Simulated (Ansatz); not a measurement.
# CdO: the cost of one run

Program: Ansatz 0.2.0. Level of theory: DFT PBEsol, scalar-relativistic. These are calculated values, not measurements.

## Step 1: Starting point

It takes space group Fm-3m (No. 225, cubic). Conventional cell: a = 4.696 Å, b = 4.696 Å, c = 4.696 Å, α = 90.00°, β = 90.00°, γ = 90.00°. Around Cd (site symmetry m-3m) lie 6 O at 2.35 Å. Around O (site symmetry m-3m) lie 6 Cd at 2.35 Å.

Structure file:

```cif
data_structure
_symmetry_space_group_name_H-M 'Fm-3m'
_symmetry_Int_Tables_number 225
_cell_length_a 4.6963
_cell_length_b 4.6963
_cell_length_c 4.6963
_cell_angle_alpha 90.000
_cell_angle_beta 90.000
_cell_angle_gamma 90.000
_cell_volume 103.58
loop_
_atom_site_label
_atom_site_type_symbol
_atom_site_symmetry_multiplicity
_atom_site_Wyckoff_symbol
_atom_site_fract_x
_atom_site_fract_y
_atom_site_fract_z
_atom_site_occupancy
Cd1 Cd 4 a 0.00000 0.00000 0.00000 1
O1 O 4 b 0.50000 0.00000 0.00000 1
```

The file gives the conventional cell by its symmetry; the runs use the cell typed in the input.

The cell is a deposited one (Crystallography Open Database entry 9006671); the temperature and pressure of the measurement aren't taken into account, and nothing was relaxed.

Atoms are numbered in the order of the input: Cd1, O2.

## Step 2: LAPW, all electrons

Contents of input.yaml:

```yaml
crystal:
  lattice:
    - [0.0, 2.34815, 2.34815]
    - [2.34815, 0.0, 2.34815]
    - [2.34815, 2.34815, 0.0]
  atoms:
    - { symbol: Cd, position: [0.0, 0.0, 0.0] }
    - { symbol: O, position: [0.5, 0.5, 0.5] }
kpoints:
  mp_grid: { grid: [11, 11, 11] }
  band_path:
    path:
      - [0.0, 0.0, 0.0]
      - [0.5, 0.0, 0.5]
      - [0.625, 0.25, 0.625]
      - [0.375, 0.375, 0.75]
      - [0.0, 0.0, 0.0]
      - [0.5, 0.5, 0.5]
      - [0.5, 0.25, 0.75]
      - [0.5, 0.0, 0.5]
    npoints: 14
scf:
  occupations: { method: fermi_dirac, width: 0.02 }
hamiltonian:
  xc: pbesol
  pseudopotentials: { kind: all_electron, lapw: { basis_error: 0.0005 } }
output:
  forces: true
  stress: true
  eigenvalues: true
  populations: true
  dos: { projected: true, de: 0.2, e_range: [-14, 8] }
```

The run is started by

```sh
ansatz run input.yaml --threads 1 --pin off --max-ram 3072MiB --backend cpu --events-out ev --progress --plain --runs-dir out
```

What time and memory should one allow on 1 thread of Intel Xeon 6975P-C (Granite Rapids), shared host?

About 9.6 s, with a peak of 0.39 GiB.
